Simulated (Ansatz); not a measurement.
# MnO: the cost of one run

Computed with Ansatz 0.2.0 (DFT LDA+U (U = 4 eV, J = 0.5 eV on Mn d), plane waves, PAW, unless a step's input says otherwise).

7 further runs of the same task are left out: 7 that didn't finish.

**1. Starting point**

The structure is hexagonal, space group P6_3mc (No. 186). Conventional cell: a = 3.372 Å, b = 3.372 Å, c = 5.385 Å, α = 90.00°, β = 90.00°, γ = 120.00°. Around Mn (site symmetry 3m) lie 4 O at 1.96 to 2.08 Å. O (site symmetry 3m) is surrounded by 4 Mn at 1.96 to 2.08 Å.

Coordinates:

```
Mn O
1.0
     3.37170    0.00000    0.00000
    -3.37170    5.83996    0.00000
     0.00000    0.00000    5.38550
Mn O
4 4
Cartesian
  0.0000 1.9467 0.0590
  1.6859 0.9733 2.7518
  -1.6859 4.8666 0.0590
  0.0000 3.8933 2.7518
  0.0000 1.9467 2.0221
  1.6859 0.9733 4.7148
  -1.6859 4.8666 2.0221
  0.0000 3.8933 4.7148
```

**2. Ferromagnetic start, free, symmetry kept, no search**

input.yaml

```yaml
crystal:
  lattice:
    - [3.37170019, 0.0, 0.0]
    - [-3.37170018, 5.83995604, 0.0]
    - [0.0, 0.0, 5.38549882]
  atoms:
    - { symbol: Mn, position: [0.3333333333, 0.3333333334, 0.01096], spin: 5.0 }
    - { symbol: Mn, position: [0.6666666667, 0.1666666666, 0.51096], spin: 5.0 }
    - { symbol: O, position: [0.3333333333, 0.3333333334, 0.37547] }
    - { symbol: O, position: [0.6666666667, 0.1666666666, 0.87547] }
    - { symbol: Mn, position: [0.3333333333, 0.8333333333, 0.01096], spin: 5.0 }
    - { symbol: Mn, position: [0.6666666667, 0.6666666666, 0.51096], spin: 5.0 }
    - { symbol: O, position: [0.3333333333, 0.8333333333, 0.37547] }
    - { symbol: O, position: [0.6666666667, 0.6666666666, 0.87547] }
basis:
  ecutwfc: 420
  ecutrho_ratio: 4
kpoints:
  mp_grid: { grid: [6, 6, 4] }
hamiltonian:
  xc: lda
  hubbard:
    sites:
      - { site: 0, l: d, u: 4.0, j: 0.5 }
      - { site: 1, l: d, u: 4.0, j: 0.5 }
      - { site: 4, l: d, u: 4.0, j: 0.5 }
      - { site: 5, l: d, u: 4.0, j: 0.5 }
scf:
  occupations: { method: gaussian, width: 0.05 }
  lower_state_search: "off"
  max_iter: 150
output:
  forces: true
  stress: true
  eigenvalues: true
  populations: true
  hubbard:
    sites:
      - { site: 0, l: d }
      - { site: 1, l: d }
      - { site: 4, l: d }
      - { site: 5, l: d }
magnetization:
  spin_polarized: true
```

Launch:

```
ansatz run input.yaml --threads 4 --pin off --max-ram 6144MiB --backend cpu --events-out ev --progress --plain --runs-dir out
```

Q: Estimate wall time and peak memory on 4 threads of Arm Neoverse V2, shared host.

About 19 s, with a peak of 0.78 GiB.
